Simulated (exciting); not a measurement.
Input of an exciting (release sodium) run:

File input.xml:

```xml
<input>
  <title>Bi</title>
  <structure speciespath="./" tshift="false">
    <crystal scale="6.9862107522">
      <basevect>-0.577350269186 0.577350269186 0.577350269186</basevect>
      <basevect>0.577350269186 -0.577350269186 0.577350269186</basevect>
      <basevect>0.577350269186 0.577350269186 -0.577350269186</basevect>
    </crystal>
    <species speciesfile="Bi.xml" rmt="2.3">
      <atom coord="0.000000000000 0.000000000000 0.000000000000"/>
    </species>
  </structure>
  <groundstate do="fromscratch" ngridk="9 9 9" rgkmax="8" gmaxvr="14" lmaxapw="10" lmaxmat="10" lmaxvr="8" stype="Fermi Dirac" swidth="0.00499791" nempty="16" ValenceRelativity="iora*" epsengy="1e-05" epspot="1e-05" maxscl="60" outputlevel="normal">
    <libxc exchange="XC_GGA_X_B88" correlation="XC_GGA_C_P86"/>
    <spin spinorb="true"/>
  </groundstate>
  <properties>
    <chargedensityplot>
      <plot3d>
        <box grid="19 19 19">
          <origin coord="0 0 0"/>
          <point coord="1 0 0"/>
          <point coord="0 1 0"/>
          <point coord="0 0 1"/>
        </box>
      </plot3d>
    </chargedensityplot>
    <elfplot>
      <plot3d>
        <box grid="19 19 19">
          <origin coord="0 0 0"/>
          <point coord="1 0 0"/>
          <point coord="0 1 0"/>
          <point coord="0 0 1"/>
        </box>
      </plot3d>
    </elfplot>
    <exccplot>
      <plot3d>
        <box grid="19 19 19">
          <origin coord="0 0 0"/>
          <point coord="1 0 0"/>
          <point coord="0 1 0"/>
          <point coord="0 0 1"/>
        </box>
      </plot3d>
    </exccplot>
  </properties>
</input>
```

Potentials or basis: all-electron LAPW+lo, shipped species files, valence relativity iora*.

Launch:

```bash
$ OMP_NUM_THREADS=1 exciting_smp
```

Q: What does it give for the band gap on the k mesh?

A: None (metal or under the smearing width).

Q: Predict the density of states at the Fermi level.

A: 0.83 states/eV per cell.

Caveat: total energies with spin-orbit coupling aren't reliable in this program, so none is listed and the log's shouldn't be used.
